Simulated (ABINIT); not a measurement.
# A GW chain in ABINIT: BaS (Fm-3m), part 3 of 3

How does a plane-wave GW calculation on BaS (Fm-3m) run from the first input to the gap?

ABINIT 10.8.3; LDA and many-body steps on it, plane waves. Known limits of the many-body steps: not at the basis limit; no spin-orbit coupling.

So far. Step 4 (Empty states on the mesh, 4×4×4 mesh, 38 bands): On this mesh the gap is 1.948 eV. Step 5 (Screening, 4×4×4 mesh, 34 bands, screening to 87.1 eV): Local fields lower ε∞ by 15 %.

### Step 6. Self-energy, 4×4×4 mesh, 34 bands, screening to 87.1 eV

The self-energy is evaluated for the states that the input lists, and the levels follow from it, in one-shot runs by the linearised quasiparticle equation.

This step: G0W0 on LDA, plane waves, norm-conserving pseudopotentials.

The input, run.abi:

```
acell 3*1.0 Angstrom
rprim 
  0.000000000000 3.193750000000 3.193750000000
  3.193750000000 0.000000000000 3.193750000000
  3.193750000000 3.193750000000 0.000000000000
ntypat 2
znucl 56 16
natom 2
typat 1 2
xred 
  0.000000000000 0.000000000000 0.000000000000
  0.500000000000 0.500000000000 0.500000000000
pp_dirpath "pseudos"
pseudos "Ba.upf, S.upf"
ecut 21
ngkpt 4 4 4
nshiftk 1
shiftk 0 0 0
kptopt 1
chksymbreak 0
istwfk *1
occopt 1
irdwfk 1
optdriver 4
nband 34
gwcalctyp 0
ecutsigx 21
symsigma 1
nkptgw 2
kptgw 
  0.0000000000 0.0000000000 0.0000000000
  0.5000000000 0.5000000000 0.0000000000
bdgw 
  6 12
  7 10
ecuteps 3.2
irdscr 1
ppmodel 1
indata_prefix "in"
outdata_prefix "out"
tmpdata_prefix "tmp"
```

Started as:

```sh
> OMP_NUM_THREADS=1 mpirun -n 4 abinit run.abi > log
```

Numbers of over 12 decimals in the logs are rounded to 6 here.

The log of the run:

```text
.Version 10.8.3 of ABINIT. v10.8.2 released Aug 2026.

 Symmetries : space group Fm -3 m (#225); Bravais cF (face-center cubic)
[... echo of the input left out ...]
== DATASET  1 ==================================================================
-   mpi_nproc: 4, omp_nthreads: 1 (-1 if OMP is not activated)

--- !DatasetInfo
iteration_state: {dtset: 1, }
dimensions: {natom: 2, nkpt: 8, mband: 34, nsppol: 1, nspinor: 1, nspden: 1, mpw: 2085, }
cutoff_energies: {ecut:  21.0, pawecutdg:  -1.0, }
electrons: {nelect:   1.60000000E+01, charge:   0.00000000E+00, occopt:   1.00000000E+00, tsmear:   1.00000000E-02, }

 SIGMA: Calculation of the GW corrections

 Based on a program developped by R.W. Godby, V. Olevano, G. Onida, and L. Reining.
 Incorporated in ABINIT by V. Olevano, G.-M. Rignanese, and M. Torrent.
.Using double precision arithmetic ; gwpc =  8

[... cell and pseudopotentials left out ...]
--------------------------------------------------------------------------------

 ==== K-mesh for the wavefunctions ====
 Number of points in the irreducible wedge :     8
[... list of points left out ...]
 Together with 48 symmetry operations and time-reversal symmetry
 yields    64 points in the full Brillouin Zone.

 ==== Q-mesh for screening function ====
 Number of points in the irreducible wedge :     8
[... list of points left out ...]
 Together with 48 symmetry operations and time-reversal symmetry
 yields    64 points in the full Brillouin Zone.

 vcoul_init : cutoff-mode = AUXILIARY_FUNCTION
 q-points for optical limit:   1
     1)      0.000010    0.000020    0.000030
 setmesh: FFT mesh size selected  =    36x   36x   36
          total number of points  =        46656

 Number of electrons calculated from density =   16.0000; Expected =   16.0000
 average of density, n =  0.036391
 r_s =    1.8720
 omega_plasma =   18.4014 [eV]

 === KS Band Gaps ===
  >>>> For spin  1
   Minimum direct gap =   2.0788 [eV], located at k-point      :   0.5000  0.5000  0.0000
   Fundamental gap    =   1.9480 [eV], Top of valence bands at :   0.0000  0.0000  0.0000
                                       Bottom of conduction at :   0.5000  0.5000  0.0000
 SIGMA fundamental parameters:
 PLASMON POLE MODEL  1
 number of plane-waves for SigmaX                 2085
 number of plane-waves for SigmaC and W            113
 number of plane-waves for wavefunctions          2085
 number of bands                                    34
 number of independent spin polarizations            1
 number of spinorial components                      1
 number of k-points in IBZ                           8
 number of q-points in IBZ                           8
 number of symmetry operations                      48
 number of k-points in BZ                           64
 number of q-points in BZ                           64
 number of frequencies for dSigma/dE                 9
 frequency step for dSigma/dE [eV]                0.25
 number of omega for Sigma on real axis              0
 max omega for Sigma on real axis  [eV]           0.00
 zcut for avoiding poles [eV]                     0.10

 EPSILON^-1 parameters (SCR file):
 dimension of the eps^-1 matrix on file            113
 dimension of the eps^-1 matrix used               113
 number of plane-waves for wavefunctions          2085
 number of bands                                    34
 number of q-points in IBZ                           8
 number of frequencies                               2
 number of real frequencies                          1
 number of imag frequencies                          1

 matrix elements of self-energy operator (all in [eV])

 Perturbative Calculation

--- !SelfEnergy_ee
iteration_state: {dtset: 1, }
kpoint     : [   0.000,    0.000,    0.000, ]
spin       : 1
KS_gap     :    3.322
QP_gap     :    4.690
Delta_QP_KS:    1.368
data: !SigmaeeData |
     Band     E0 <VxcDFT>   SigX SigC(E0)      Z dSigC/dE  Sig(E)    E-E0       E
        6   3.496 -12.514 -15.654   2.584   0.770  -0.299 -12.942  -0.428   3.069
        7   3.496 -12.514 -15.654   2.584   0.770  -0.299 -12.942  -0.428   3.069
        8   3.496 -12.514 -15.654   2.584   0.770  -0.299 -12.942  -0.428   3.069
        9   6.819  -8.443  -4.101  -3.201   0.823  -0.214  -7.503   0.940   7.759
       10   7.243  -9.197  -4.489  -3.195   0.825  -0.212  -7.948   1.249   8.492
       11   7.243  -9.197  -4.489  -3.195   0.825  -0.212  -7.948   1.249   8.492
       12   7.243  -9.197  -4.489  -3.195   0.825  -0.212  -7.948   1.249   8.492

--- !SelfEnergy_ee
iteration_state: {dtset: 1, }
kpoint     : [   0.500,    0.500,    0.000, ]
spin       : 1
KS_gap     :    2.079
QP_gap     :    3.509
Delta_QP_KS:    1.430
data: !SigmaeeData |
     Band     E0 <VxcDFT>   SigX SigC(E0)      Z dSigC/dE  Sig(E)    E-E0       E
        7   3.366 -12.450 -15.646   2.617   0.769  -0.300 -12.895  -0.445   2.920
        8   3.366 -12.450 -15.646   2.617   0.769  -0.300 -12.895  -0.445   2.920
        9   5.444  -8.311  -4.177  -2.943   0.827  -0.209  -7.326   0.985   6.429
       10   9.358 -10.044  -4.958  -3.402   0.818  -0.222  -8.666   1.378  10.736

== END DATASET(S) ==============================================================
================================================================================

 -outvars: echo values of variables after computation  --------
           etotal      0.0000000000E+00
            nband          34
             nkpt           8
          spgroup         225
 [... the other variables as echoed above ...]

 Calculation completed.
```

It took 6.6 s on 4 MPI ranks of Arm Neoverse N1, shared host; peak memory 0.4 GiB.

This step gave:

```yaml
g0w0_gap_on_the_points_computed: 3.360 eV
starting_gap_on_the_mesh: 1.948 eV
k_of_the_valence_top: 0, 0, 0
k_of_the_conduction_bottom: 0.5, 0.5, 0
z_at_the_valence_top: 0.77
z_at_the_conduction_bottom: 0.827
least_direct_g0w0_gap_on_the_computed_points: 3.509 eV
```

The gap on the mesh goes from 1.95 eV to 3.36 eV, a correction of +1.41 eV.

Limits: finite bands, cutoff and mesh; no spin-orbit coupling. v1 is the top filled band, c1 the lowest empty one. The levels before and after the correction (eV, zero at the valence-band top of each column):

|  | conduction bottom | valence top |
| --- | --- | --- |
| Kohn-Sham | 1.95 | 0.00 |
| G0W0 | 3.36 | 0.00 |

|  | level | energy (eV) |
| --- | --- | --- |
| Kohn-Sham | Γ v3-v1 | 0.000 |
| Kohn-Sham | Γ c1 | 3.322 |
| Kohn-Sham | Γ c2-c4 | 3.747 |
| Kohn-Sham | (0.5 0.5 0) v2-v1 | -0.131 |
| Kohn-Sham | (0.5 0.5 0) c1 | 1.948 |
| Kohn-Sham | (0.5 0.5 0) c2 | 5.861 |
| G0W0 | Γ v3-v1 | 0.000 |
| G0W0 | Γ c1 | 4.690 |
| G0W0 | Γ c2-c4 | 5.423 |
| G0W0 | (0.5 0.5 0) v2-v1 | -0.149 |
| G0W0 | (0.5 0.5 0) c1 | 3.360 |
| G0W0 | (0.5 0.5 0) c2 | 7.667 |

### Step 7. Where the time went

Times are wall times on 4 MPI ranks of Arm Neoverse N1, shared host, good to a factor of about two.

| step | time | share | memory (GiB) |
| --- | --- | --- | --- |
| ground state | 11 s | 19 % | 0.26 |
| bands along the symmetry lines | 18 s | 30 % | 0.26 |
| empty states on the mesh | 12 s | 19 % | 0.24 |
| screening | 12 s | 20 % | 0.4 |
| self-energy | 6.6 s | 11 % | 0.4 |

### Step 8. What came out

| Quantity | Value |
| --- | --- |
| LDA gap | 1.95 eV, indirect |
| G0W0 gap on the mesh | 3.36 eV |
| GW settings | 4×4×4 mesh, 34 bands, screening to 87.1 eV, Godby-Needs plasmon pole |
| known limits | not at the basis limit; no spin-orbit coupling |

In words: G0W0 moves the gap on the mesh from 1.95 eV to 3.36 eV (+1.41 eV), with Z of 0.77 and 0.83 at the edges. Local fields lower the RPA ε∞ on this mesh from 6.02 to 5.12. Only 2 of the mesh's irreducible points were corrected, so a valley elsewhere could overtake. Bands and cutoff are finite, so the gap is not at the basis limit. The miss can reach some tenths of an eV and take either sign; the mesh is an error of its own. In the G0W0 run levels were corrected at 2 k points alone, so a gap called «on the mesh» is the least over those, and an edge elsewhere would be missed. The many-body steps are scalar-relativistic: spin-orbit coupling is not in them.

[Paths, hosts, dates, memory and timing lines, banners, echoed tables and standing remarks are left out of the program output.]

[Logs are printed without paths, hosts, clocks, repeated set-up lines and the standing remarks that a program may print on its own settings, such as how far it seeks lower states.]

[Runs of the session that timed out or met a known fault of the program may be left out.]

[Hosts, paths, dates, database ids (printed as entryN), source tags and the programs' standing remarks are cut or masked in the printed files.]

[G0W0 gaps are taken among the corrected bands and points alone; a level outside them can change the order at an edge.]

[Where Ansatz stands beside ABINIT at settings called matched, ABINIT's density can come from a denser mesh and the files from another edition; pairs whose starting gaps differed by over 0.03 eV were left out, so agreement reads better than it is.]
